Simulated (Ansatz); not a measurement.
## Self-consistent states of CrCuO2 (R-3m)

**The experiment.**

From “Exciton-magnon transitions in the frustrated chromium antiferromagnets CuCrO2, alpha-CaCr2O4, CdCr2O4, and ZnCr2O4”, 2012, arxiv:1210.3938, for a bulk crystal of CrCuO2: Néel temperature 23.6 K.

The calculation is set against this at the end.

Level of theory: PBEsol+U, U_eff = 4.0 eV (Dudarev form) on Cr d, Cu d, fully localised double counting, scalar-relativistic datasets, 420 eV, PAW set soft_2 (made for PBE), 7×7×7 mesh, Gaussian smearing of 0.05 eV; plane-wave PAW code Ansatz.

```yaml
crystal:
  lattice:
    - [1.48670, -0.85835, 11.40000]
    - [-1.48670, -0.85835, 11.40000]
    - [0.00000, -3.43339, 11.40000]
  atoms:
    - { symbol: Cr, position: [0.50000, 0.50000, 0.75000] }
    - { symbol: Cu, position: [0.00000, 0.00000, 0.00000] }
    - { symbol: O, position: [0.10792, 0.10792, 0.94604] }
    - { symbol: O, position: [0.89208, 0.89208, 0.55396] }
    - { symbol: Cr, position: [0.50000, 0.50000, 0.25000] }
    - { symbol: Cu, position: [0.00000, 0.00000, 0.50000] }
    - { symbol: O, position: [0.10792, 0.10792, 0.44604] }
    - { symbol: O, position: [0.89208, 0.89208, 0.05396] }
```

The structure is that of a cell as deposited in COD, unrelaxed. The cell shown is twice the primitive one, so that more magnetic patterns fit.

Cell and atoms stay fixed, and the cell was started in 18 ways, of which 2 didn't converge and are left out, without spin–orbit coupling. The starts were built for 4 d electrons on Cr, 9 d electrons on Cu, a formal count that the converged states needn't keep. Starting moments of the plain starts: Cr1 4.00; Cu2 1.00; Cr5 4.00; Cu6 1.00 μB (atoms counted from 1).

Energies count from the lowest free state found; constrained states (a lock kept on the moments, or spin off) can lie above or below free ones. A natural orbital (eigenvector of a shell's occupation matrix) is counted as filled above 0.75 (0.9 in a metal) and as partly filled from 0.35 up to that; ↑ and ↓ are the spin channels.

```tsv
state	reached from	ΔE (meV/atom)	gap (eV)	P (GPa)	cell spin moment (μB)	site spin moments (μB)	shell filling	Hubbard energy (eV/cell)	flags
1	Cr-up Cu-down site moments held at Cr1 2.49; Cu2 -1.00; Cr5 2.49; Cu6 -1.00 μB at first, then free; Cr-up Cu-down start, free; ferromagnetic start, free, symmetry kept, no search; 4 more	0.0	1.96	0.9	6.00	Cr 2.49	Cr 3↑ 0↓, 4.34 e; Cu 5↑ 5↓, 9.73 e	5.18	starting moment on Cu lost
2	Cr-up Cu-down directions held (constrained)	0.0	1.96	0.9	6.00	Cr 2.49	Cr 3↑ 0↓, 4.34 e; Cu 5↑ 5↓, 9.73 e	5.18	–
3	Cr-up Cu-down site moments held at Cr1 2.49; Cu2 -0.50; Cr5 2.49; Cu6 -0.50 μB (constrained)	142.7	0.04	–	5.99	Cr 2.49; Cu -0.50 (signs +−+−)	Cr 3↑ 0↓, 4.34 e; Cu 4↑(+1 partly) 5↓, 9.63 e	5.40	lock stalled near its target
4	total moment locked, 7.50 μB per cell (constrained)	258.6	metal	5.2	7.50	Cr 2.62; Cu 0.35	Cr 3↑(+2 partly) 0↓, 4.39 e; Cu 5↑ 4↓(+1 partly), 9.55 e	5.43	–
5	site moments held at Cr1 0.75; Cu2 0.30; Cr5 0.75; Cu6 0.30 μB (constrained)	318.8	0.82	–	2.00	Cr 0.75; Cu 0.30	Cr 2↑ 1↓, 4.37 e; Cu 5↑ 5↓, 9.69 e	5.49	lock stalled near its target
6	site moments held at Cr1 2.37; Cu2 0.95; Cr5 2.37; Cu6 0.95 μB (constrained)	498.4	metal	–	6.98	Cr 2.36; Cu 0.95	Cr 3↑ 0↓, 4.37 e; Cu 5↑ 4↓(+1 partly), 9.34 e	5.75	–
7	total moment locked, 9.00 μB per cell (constrained)	586.7	metal	9.5	9.00	Cr 2.64; Cu 0.59; O 0.09	Cr 3↑(+2 partly) 0↓, 4.40 e; Cu 5↑ 4↓(+1 partly), 9.40 e	5.39	–
8	no spin polarisation	856.8	metal	-6.3	0.00	under 0.05	Cr 1 filled, 2 partly in each spin, 4.49 e; Cu 4 filled, 1 partly in each spin, 9.71 e	8.24	–
9	total moment locked at zero, no site moments, 0.00 μB per cell (constrained)	856.8	metal	-6.3	0.00	under 0.05	Cr 1↑(+2 partly) 1↓(+2 partly), 4.49 e; Cu 4↑(+1 partly) 4↓(+1 partly), 9.71 e	8.24	–
10	total moment locked, 11.00 μB per cell (constrained)	1193.2	metal	19.1	11.00	Cr 2.81; Cu 0.72; O 0.27	Cr 3↑(+1 partly) 0↓, 4.48 e; Cu 5↑ 4↓(+1 partly), 9.29 e	5.12	–
```

The lowest free state (state 1) has a gap of 1.96 eV and a whole-number cell moment of 6 μB, as a collinear insulator must have. Its natural occupations are Cr1 spin up: 0.34 0.34 0.99 0.99 0.99; Cr1 spin down: 0.07 0.08 0.08 0.23 0.23; Cu2 spin up: 0.88 0.99 0.99 1.00 1.00; Cu2 spin down: 0.89 1.00 1.00 1.00 1.00. Since all bands are wholly filled or empty, the fractional occupations (0.08, 0.23, 0.34, 0.88, 0.89) come from mixing of the shell with the neighbours' orbitals (covalency), or for a nearly full d shell with the ion's own s orbital, not from partly filled bands. The Hubbard potential on a natural orbital is U(½ − λ), so on Cr1 an orbital at λ = 0.99 is pushed 2.6 eV below one at λ = 0.34 of the same spin (U × 0.64). The gap is 1.96 eV; it is smaller, since bands have width and a band edge can belong to other orbitals than these. The crystal field splits d orbitals too, which this count leaves out.

All 7 free starts end within 3 meV/atom of the lowest, but the starts that were left out might have ended elsewhere.

No start opposed the Cr moments among themselves, so such orders weren't tried; nearest Cr neighbours form triangles, which frustrate antiparallel coupling, so a canted order or one in a larger cell may win.

In the lowest free state the fixed cell carries forces up to 0.11 eV/Å; relaxing would change energies and could change the order of close states.

Measured magnetic order: antiferromagnetic, with a Néel temperature of 23.6 K (quoted in “Exciton-magnon transitions in the frustrated chromium antiferromagnets CuCrO2, alpha-CaCr2O4, CdCr2O4, and ZnCr2O4”, 2012, arxiv:1210.3938). The lowest state here has parallel moments, the only order reached from these starts, so it isn't the measured ground state.

Other starts might reach a lower state still. For metallic states the mesh is coarse, so energy differences carry some meV/atom. U is one value of a scan, not fitted to this compound, so the states needn't resemble the real material's. Stress under a held lock on site moments or directions isn't converged. A gap on the mesh alone may shrink between mesh points. Site moments are integrated in small spheres and here fall short of the shell's N↑ − N↓.
